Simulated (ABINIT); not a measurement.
The system is PbS (Galena).

```
CELL_PARAMETERS angstrom
0.00000 2.96575 2.96575
2.96575 0.00000 2.96575
2.96575 2.96575 0.00000
ATOMIC_POSITIONS crystal
Pb 0.00000 0.00000 0.00000
S 0.50000 0.50000 0.50000
```

```yaml
Program: ABINIT 10.8.3 (patched build)
Task: relaxation of cell and atoms
Functional: LDA
Potentials_or_basis: PseudoDojo NC SR LDA v0.4.1 standard
Cutoff: 762 eV
k_mesh: 6 × 6 × 6
Occupations: fermi-dirac, width 0.05 eV
Spin: no spin polarisation
```

At the start: pressure -2.6 GPa; volume 26.09 Å³/atom.

Question: How do energy, volume and symmetry change on relaxing?

Answer: Over 4 steps the energy falls by 10.0 meV/atom and the volume is 24.91 Å³/atom (-4.5 %); space group Fm-3m (No. 225, to 0.05 Å).

Step by step:
```tsv
step	energy change (eV)	largest force (eV/Å)	pressure (GPa)	volume (Å³)
1	0.0000	0.0000	-2.63	52.17
2	-0.0063	0.0000	-2.20	51.75
3	-0.0200	0.0000	0.09	49.74
4	-0.0200	0.0000	0.00	49.81
```

Final structure:
```
CELL_PARAMETERS angstrom
0.00000 2.92040 2.92040
2.92040 0.00000 2.92040
2.92040 2.92040 0.00000
ATOMIC_POSITIONS crystal
Pb 0.00000 0.00000 0.00000
S 0.50000 0.50000 0.50000
```
